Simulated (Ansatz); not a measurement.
LiCl:

```
CELL_PARAMETERS angstrom
0.00000 2.56477 2.56477
2.56477 0.00000 2.56477
2.56477 2.56477 0.00000
ATOMIC_POSITIONS crystal
Cl 0.50000 0.50000 0.50000
Li 0.00000 0.00000 0.00000
```

| Quantity | Value |
| --- | --- |
| Program | Ansatz 0.2.0 |
| Task | relaxation of cell and atoms |
| Functional | BLYP |
| Potentials or basis | Ansatz PAW |
| Cutoff | 420 eV (not typed: the program's choice for these potentials) |
| k mesh | 9 × 9 × 9 |
| Occupations | fermi-dirac, width 0.05 eV |
| Spin | no spin polarisation |

At the start: volume 16.87 Å³/atom.

**Question.** How do energy, volume and symmetry change on relaxing?

**Answer.** It ends after 5 steps and the volume is 17.89 Å³/atom (+6.0 %); space group Fm-3m (No. 225, to 0.05 Å).

Step by step:
```tsv
step	energy change (eV)	largest force (eV/Å)	volume (Å³)
1	0.0000	0.0000	33.74
2	-0.0104	0.0000	35.10
3	-0.0116	0.0000	35.72
4	-0.0116	0.0000	35.78
5	-0.0117	0.0000	35.78
```

Final structure:
```
CELL_PARAMETERS angstrom
0.00000 2.61532 2.61532
2.61532 0.00000 2.61532
2.61532 2.61532 0.00000
ATOMIC_POSITIONS crystal
Cl 0.50000 0.50000 0.50000
Li 0.00000 0.00000 0.00000
```

Caveat: the plane-wave basis is chosen anew once the cell has moved, so the energies of steps on either side of that aren't comparable; the PAW data sets come from PBE, with cores solved anew for the run's functional, which leaves a small shift of forces and pressure.
